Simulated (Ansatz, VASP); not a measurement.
# CdS (Hawleyite): VASP beside Ansatz

```
Cd S
1.0
     4.12455    0.00000    0.00000
     2.06228    3.57197    0.00000
     2.06228    1.19066    3.36768
Cd S
1 1
Direct
  0.00000 0.00000 0.00000
  0.75000 0.75000 0.75000
```

Alike in both runs: task single point; functional PBE; k mesh 8 × 8 × 8; occupations gaussian, width 0.1 eV; no spin polarisation.

```csv
,VASP,Ansatz
version,VASP 6.6.1,Ansatz 0.2.0
potentials or method,"VASP PAW PBE potentials, release 54 (Cd, S)",Ansatz PAW
plane-wave cutoff (eV),520,420
valence electrons in the cell,18,26
```

Ansatz gave:

- gap on the k mesh at the Fermi level (eV): 1.15
- least direct gap on the mesh (eV): 1.15
- pressure (GPa): 2.8

Problem. What did VASP give for the same quantities?

Solution. gap on the k mesh at the Fermi level (eV): 1.15; least direct gap on the mesh (eV): 1.15; pressure (GPa): 3.2.

The two sets of potentials don't hold the same shells in valence.

Expect the measured gap to be larger: semilocal functionals such as PBE lack the derivative discontinuity.
